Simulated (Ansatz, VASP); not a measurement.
**Two plane-wave programs on Pd**

INCAR

```
SYSTEM = Pd
ALGO = Normal
EDIFF = 1E-6
ENCUT = 520
GGA = PE
ISIF = 2
ISMEAR = 0
ISPIN = 2
LASPH = .TRUE.
LCHARG = .TRUE.
LELF = .TRUE.
LMAXMIX = 4
LORBIT = 11
LREAL = .FALSE.
LVHAR = .TRUE.
LWAVE = .FALSE.
MAGMOM = 0.43 0.43
NBANDS = 21
NELM = 150
PREC = Accurate
SIGMA = 0.1
```

Contents of KPOINTS:

```
k-points
0
G
  3 3 2
  0 0 0
```

File POSCAR:

```
Pd
1.0
    2.7836650458      0.0000000000      0.0000000000
   -1.3918325229      2.4107246453      0.0000000000
    0.0000000000      0.0000000000      4.6288930000
Pd
2
Direct
    0.6666666667      0.3333333333      0.7500000000
    0.3333333333      0.6666666667      0.2500000000
```

Input for Ansatz:

```yaml
crystal:
  lattice:
    - [2.7836650458, 0.0, 0.0]
    - [-1.3918325229, 2.4107246453, 0.0]
    - [0.0, 0.0, 4.628893]
  atoms:
    - { symbol: Pd, position: [0.6666666667, 0.3333333333, 0.75], spin: 0.43 }
    - { symbol: Pd, position: [0.3333333333, 0.6666666667, 0.25], spin: 0.43 }
basis:
  ecutwfc: 420
  ecutrho_ratio: 8
kpoints:
  mp_grid: { grid: [3, 3, 2] }
hamiltonian:
  xc: pbe
scf:
  occupations: { method: gaussian, width: 0.1 }
  lower_state_search: "off"
output:
  forces: true
  stress: true
  eigenvalues: true
  populations: true
magnetization:
  spin_polarized: true
```

Alike in both runs: task single point; functional PBE; k mesh 3 × 3 × 2; occupations gaussian, width 0.1 eV; collinear spin.

|  | VASP | Ansatz |
| --- | --- | --- |
| version | VASP 6.6.1 | Ansatz 0.2.0 |
| potentials or method | VASP PAW PBE potentials, release 64 (Pd) | scalar-relativistic, plane waves, PAW |
| plane-wave cutoff (eV) | 520 | 420 |
| valence electrons in the cell | 20 | 36 |

```csv
,VASP,Ansatz,Ansatz less VASP
gap on the k mesh at the Fermi level (eV),none,none,-
pressure (GPa),3.3,3.6,+0.25
largest component of the traceless stress (GPa),19.00,19.24,+0.237
net moment per atom (μB),0.50,0.50,0.000
size of the moment on the site where the two differ most (μB),0.50,0.52,+0.012
```

Site moments also hang on the region over which each program counts them. A gap of «none» marks a metal or a gap that the smearing closes. The two sets of potentials don't hold the same shells in valence.

Caveats: the k mesh is coarse (spacing up to 0.87 Å⁻¹), so the values aren't converged.
